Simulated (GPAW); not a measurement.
**Al2Pt: band structure with PBEsol**

Crystal: Al2Pt.

```
Pt Al
1.0
     0.00000    2.95500    2.95500
     2.95500    0.00000    2.95500
     2.95500    2.95500    0.00000
Pt Al
1 2
Cartesian
  0.0000 0.0000 0.0000
  4.4325 4.4325 4.4325
  1.4775 1.4775 1.4775
```

```
Program             : GPAW 26.7.0
Task                : band structure
Functional          : PBEsol
Potentials or basis : PAW data sets generated in the run's folder for this functional
Cutoff              : 600 eV
Basis               : pw
k mesh              : 8 × 8 × 8
Occupations         : fermi-dirac, width 0.05 eV
Spin                : no spin polarisation
Maxiter             : 150
Band path           : GXWKGLUWLK,UX
Band points         : 100
```

```yaml
Pressure: -0.5 GPa
Band_gap_along_the_path: none (metal or under the smearing width)
```

Levels at the corners of the path, in eV from the Fermi level:
```tsv
point	band 8	band 9	band 10	band 11	band 12	band 13	band 14	band 15
Γ	-3.69	-3.69	3.01	3.84	3.84	3.84	5.43	5.43
X	-3.75	-3.38	-3.19	-1.57	-1.57	3.16	3.34	8.14
W	-3.75	-3.24	-2.75	-2.75	-0.88	5.23	5.23	6.15
K	-3.93	-3.63	-3.02	-1.99	-0.58	3.29	5.43	6.80
Γ	-3.69	-3.69	3.01	3.84	3.84	3.84	5.43	5.43
L	-3.66	-3.46	-3.46	1.05	1.05	3.76	5.15	5.15
U	-3.93	-3.63	-3.02	-1.99	-0.58	3.29	5.43	6.80
W	-3.75	-3.24	-2.75	-2.75	-0.88	5.23	5.23	6.15
L	-3.66	-3.46	-3.46	1.05	1.05	3.76	5.15	5.15
K	-3.93	-3.63	-3.02	-1.99	-0.58	3.29	5.43	6.80
U	-3.93	-3.63	-3.02	-1.99	-0.58	3.29	5.43	6.80
X	-3.75	-3.38	-3.19	-1.57	-1.57	3.16	3.34	8.14
```

Wall time 69 s on 1 thread of Arm Neoverse V2 (shared host), peak memory 0.33 GiB.

Caveat: spin-orbit coupling is left out, which moves the levels of the heavy elements.
